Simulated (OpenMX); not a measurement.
Crystal: Se.

```
CELL_PARAMETERS angstrom
4.36620 0.00000 0.00000
-2.18310 3.78124 0.00000
0.00000 0.00000 4.95360
ATOMIC_POSITIONS crystal
Se 0.77460 0.77460 0.00000
Se 0.00000 0.22540 0.66667
Se 0.22540 0.00000 0.33333
```

Base run:

- Program: OpenMX 3.8.5
- Functional: PBE
- Potentials or basis: OpenMX 2013 PBE set, Se7.0-s3p2d2, grid cutoff 260 Ry
- k mesh: 7 × 7 × 7
- Occupations: fermi-dirac, width 0.05 eV
- Spin: no spin polarisation

Its results: band gap on the k mesh 1.19 eV, indirect (least direct gap 1.51 eV); pressure 3.9 GPa; largest force 1.148 eV/Å.

Problem. The run is repeated on the same cell with these changes: potentials or basis from OpenMX 2013 PBE set, Se7.0-s3p2d2, grid cutoff 260 Ry to OpenMX 2013 PBE set, Se7.0-s3p2d1, grid cutoff 300 Ry. What comes out?

Solution. Band gap on the k mesh 1.19 eV, indirect (least direct gap 1.49 eV); pressure 5.3 GPa; largest force 1.530 eV/Å.

Caveats: the basis of atomic orbitals isn't converged, which shifts pressures, moduli and gaps; forces of over 1 eV/Å show positions far from the minimum, so gaps and moduli don't describe the material at rest; an odd mesh through Γ misses points on the zone boundary, where band edges often lie (some runs); the mesh misses the band edges, which the band path finds closer together (some runs).

Not every run made on this cell is shown here.
